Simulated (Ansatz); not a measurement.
# Te: tests of the settings

The task, for Te: sweep the SCF threshold.

Method: DFT PBEsol, scalar-relativistic, plane waves, PAW, in Ansatz 0.2.0.

## Step 1: The starting structure

Symmetry: P3_221, No. 154, trigonal system. The conventional cell has a = 4.447 Å, b = 4.447 Å, c = 5.915 Å, α = 90.00°, β = 90.00°, γ = 120.00°. Te (site symmetry 2) has 2 Te at 2.86 Å as nearest neighbours.

Structure file:

```cif
data_structure
_symmetry_space_group_name_H-M 'P3_221'
_symmetry_Int_Tables_number 154
_cell_length_a 4.4469
_cell_length_b 4.4469
_cell_length_c 5.9149
_cell_angle_alpha 90.000
_cell_angle_beta 90.000
_cell_angle_gamma 120.000
_cell_volume 101.30
loop_
_atom_site_label
_atom_site_type_symbol
_atom_site_symmetry_multiplicity
_atom_site_Wyckoff_symbol
_atom_site_fract_x
_atom_site_fract_y
_atom_site_fract_z
_atom_site_occupancy
Te1 Te 3 b 0.26900 0.00000 0.16667 1
```

Source of the structure: the Crystallography Open Database. It is taken as it stands there.

## Step 2: The base input

Input file input.yaml:

```yaml
crystal:
  lattice:
    - [4.4469268669, 0.0, 0.0]
    - [-2.2234634334, 3.8511516355, 0.0]
    - [0.0, 0.0, 5.91492]
  atoms:
    - { symbol: Te, position: [0.269, 0.0, 0.1666666667] }
    - { symbol: Te, position: [0.0, 0.269, 0.8333333333] }
    - { symbol: Te, position: [0.731, 0.731, 0.5] }
basis:
  ecutwfc: 420
kpoints:
  mp_grid: { grid: [9, 9, 6] }
hamiltonian:
  xc: pbesol
scf:
  occupations: { method: gaussian, width: 0.01 }
output:
  forces: true
  stress: true
  eigenvalues: true
  populations: true
```

Its results, from an earlier run: -6901.5028 eV/atom at zero smearing, pressure -0.73 GPa, largest force 0.130 eV/Å, gap on the mesh 0.15 eV, in 6 SCF cycles and 10 s.

## Step 3: SCF threshold set to 1e-02 eV

Input file input.yaml:

```yaml
crystal:
  lattice:
    - [4.4469268669, 0.0, 0.0]
    - [-2.2234634334, 3.8511516355, 0.0]
    - [0.0, 0.0, 5.91492]
  atoms:
    - { symbol: Te, position: [0.269, 0.0, 0.1666666667] }
    - { symbol: Te, position: [0.0, 0.269, 0.8333333333] }
    - { symbol: Te, position: [0.731, 0.731, 0.5] }
basis:
  ecutwfc: 420
kpoints:
  mp_grid: { grid: [9, 9, 6] }
hamiltonian:
  xc: pbesol
scf:
  occupations: { method: gaussian, width: 0.01 }
  convergence: { dr2_threshold: "0.01 eV" }
output:
  forces: true
  stress: true
  eigenvalues: true
```

## Step 4: SCF threshold: 1e-04 eV

input.yaml: that of step 3 with these lines changed.

```diff
@@ -17,3 +17,3 @@
   occupations: { method: gaussian, width: 0.01 }
-  convergence: { dr2_threshold: "0.01 eV" }
+  convergence: { dr2_threshold: "0.0001 eV" }
 output:
```

## Step 5: SCF threshold set to 1e-05 eV

input.yaml: that of step 4 with these lines changed.

```diff
@@ -17,3 +17,3 @@
   occupations: { method: gaussian, width: 0.01 }
-  convergence: { dr2_threshold: "0.0001 eV" }
+  convergence: { dr2_threshold: "1e-05 eV" }
 output:
```

## Step 6: SCF threshold set to 1e-06 eV

input.yaml: that of step 5 with these lines changed.

```diff
@@ -17,3 +17,3 @@
   occupations: { method: gaussian, width: 0.01 }
-  convergence: { dr2_threshold: "1e-05 eV" }
+  convergence: { dr2_threshold: "1e-06 eV" }
 output:
```

## Step 7: SCF threshold set to 1e-07 eV

input.yaml: that of step 6 with these lines changed.

```diff
@@ -17,3 +17,3 @@
   occupations: { method: gaussian, width: 0.01 }
-  convergence: { dr2_threshold: "1e-06 eV" }
+  convergence: { dr2_threshold: "1e-07 eV" }
 output:
```

## Step 8: SCF threshold: 1e-11 eV

input.yaml: that of step 7 with these lines changed.

```diff
@@ -17,3 +17,3 @@
   occupations: { method: gaussian, width: 0.01 }
-  convergence: { dr2_threshold: "1e-07 eV" }
+  convergence: { dr2_threshold: "1e-11 eV" }
 output:
```

(Steps that only read results are left out.)

**Question.** What does this series show?

The runs gave:

| quantity | value |
| --- | --- |
| SCF threshold: within 10 and 1 meV/atom of 1e-11 eV from | 1e-02 eV for 10; 1e-02 eV for 1 |

The SCF threshold hardly matters here: all runs agree within 0.00 meV/atom. Spin-orbit coupling is left out, which matters for the bands of Te.
